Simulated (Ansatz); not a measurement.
MgTe, DFT, PBE, PAW with Ansatz's default frozen-core files, scalar-relativistic (Ansatz 0.2.0), run on 1 thread of Arm Neoverse V1 on a shared host.

The cell is COD entry 1538744, as deposited and not checked against the literature; nothing was relaxed. The listed cell was then made from it by scaling, straining or moving an atom.

Command: `ansatz run input.yaml --threads 1 --pin off --max-ram 6144MiB --backend cpu --events-out ev --progress --plain --runs-dir out`

```yaml
crystal:
  lattice:
    - [4.5248179541, 0.0, 0.0]
    - [-2.2624089771, 3.9186072957, 0.0]
    - [0.0, 0.0, 7.3702673738]
  atoms:
    - { symbol: Mg, position: [0.3333333333, 0.6666666667, 0.0] }
    - { symbol: Mg, position: [0.6666666667, 0.3333333333, 0.5] }
    - { symbol: Te, position: [0.3333333333, 0.6666666667, 0.37] }
    - { symbol: Te, position: [0.6666666667, 0.3333333333, 0.87] }
kpoints:
  mp_grid: { grid: [9, 9, 5] }
scf:
  occupations: { method: fermi_dirac, width: 0.03 }
hamiltonian:
  xc: pbe
  pseudopotentials: { kind: paw }
output:
  forces: true
  stress: true
  eigenvalues: true
  efg: { contact_densities: true }
```

Task: How large is the problem that the program sets up?

Result: 36 irreducible k-points, 2539 plane waves at Γ, 32 bands.

Task: Estimate the wall time and the peak memory.

Result: 15 s of wall time for 6 SCF iterations, with a peak of 0.41 GiB. Times on shared machines scatter by tens of per cent.

Task: And the same cell and mesh by all-electron PAW (datasets made for this crystal), asked for forces, stress, eigenvalues, efg, on the same hardware?

Result: 42 s, peak memory 0.74 GiB.
